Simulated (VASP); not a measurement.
Set up this calculation in VASP 6.6.1, as the native input.

| Quantity | Value |
| --- | --- |
| Task | relaxation of cell and atoms |
| Functional | PBEsol |
| Potentials or basis | VASP PAW PBE potentials, release 64 (Hf_pv, C) |
| Cutoff | 600 eV |
| k mesh | 14 × 14 × 14 |
| Occupations | methfessel-paxton, width 0.1 eV |
| Spin | no spin polarisation |
| Further INCAR settings | ALGO = Normal; EDIFF = 1e-07; IBRION = 2; EDIFFG = -0.005; NSW = 90; ISIF = 3 |

The structure of HfC lies in POSCAR:

```
HfC                                     
1.0
   -0.0000000000      2.3019768160      2.3019768160
    2.3019768160      0.0000000000      2.3019768160
    2.3019768160      2.3019768160     -0.0000000000
  Hf              C             
     1     1
Direct
     0.5000000000000000    0.5000000000000000    0.5000000000000000
     0.0000000000000000    0.0000000000000000    0.0000000000000000
```

These files were run (other wordings do the same):

INCAR

```
SYSTEM = HfC
PREC = Accurate ; ENCUT = 600
EDIFF = 1E-7 ; ISMEAR = 1
SIGMA = 0.1 ; LREAL = .FALSE.
LASPH = .TRUE. ; NELM = 80
ALGO = Normal ; ISIF = 3
LWAVE = .FALSE. ; LCHARG = .FALSE.
GGA = PS ; IBRION = 2
NSW = 90 ; EDIFFG = -0.005
```

KPOINTS

```
regular mesh
0
G
  14 14 14
  0 0 0
```

Potentials or basis: VASP PAW PBE potentials, release 64 (Hf_pv, C).

Launch:

```sh
$ cat potpaw_PBE.64/Hf_pv/POTCAR potpaw_PBE.64/C/POTCAR > POTCAR
$ mpirun -np 1 vasp_std > vasp.out
```

Results of the run:

| Quantity | Value |
| --- | --- |
| Pressure after relaxing | 0.1 GPa |
| Band gap on the k mesh | none (metal or under the smearing width) |

Caveat: the relaxation stopped at its first step, so nothing moved; the PAW data sets were made with another functional, which shifts forces and pressure a little.

It took 47 s on 1 thread of Intel(R) Xeon(R) Platinum 8259CL CPU @ 2.50GHz (Skylake/Cascade Lake), on a shared host, peak memory 0.18 GiB.
